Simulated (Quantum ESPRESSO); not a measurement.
## MnO in Quantum ESPRESSO: the effect of Hubbard term

Crystal: MnO.

```
CELL_PARAMETERS angstrom
0.00000 2.22391 2.22391
2.22391 0.00000 2.22391
2.22391 2.22391 0.00000
ATOMIC_POSITIONS crystal
Mn 0.00000 0.00000 0.00000
O 0.50000 0.50000 0.50000
```

The cell is a database's computed one.

Alike in all runs:

```yaml
Program: Quantum ESPRESSO 7.5
Task: Hubbard U by linear response
Functional: PBEsol
Potentials_or_basis: GBRV 1.5 PBEsol
Cutoff: 612 eV
Density_cutoff: 4898 eV
k_mesh: 8 × 8 × 8
Occupations: fermi-dirac, width 0.05 eV
Spin: collinear spin, ferromagnetic start
Starting_moments: "[4.0, 0.0] μB"
Start_of_the_occupations: default
Hubbard_projectors: ortho-atomic
Mixing_beta: 0.3
Most_SCF_iterations: 120
SCF_threshold: 4e-10 Ry
q_mesh: 2 × 2 × 2
```

```csv
Hubbard term,gap on the mesh (eV),pressure (GPa)
Mn d U = 0.0001 eV,none,-7.2
Mn d U = 2.0 eV,none,0.5
Mn d U = 4.0 eV,none,3.0
Mn d U = 6.0 eV,?,?
Mn d U = 8.0 eV,0.56,7.7
```

Problem. What does the run with Hubbard term Mn d U = 6.0 eV give?

Solution. gap on the mesh 0.34 eV; pressure 5.4 GPa.

Worked out: A parabola through the other rows of the pressure, of slope 0.932 GPa per eV there, gives 6.6 GPa, against the run's 5.4.

Caveats: a cell with one magnetic atom can't hold antiferromagnetic order, which such compounds often take.

A k mesh can miss the band edges.

A gap of «none» marks a metal or a gap under the smearing width.
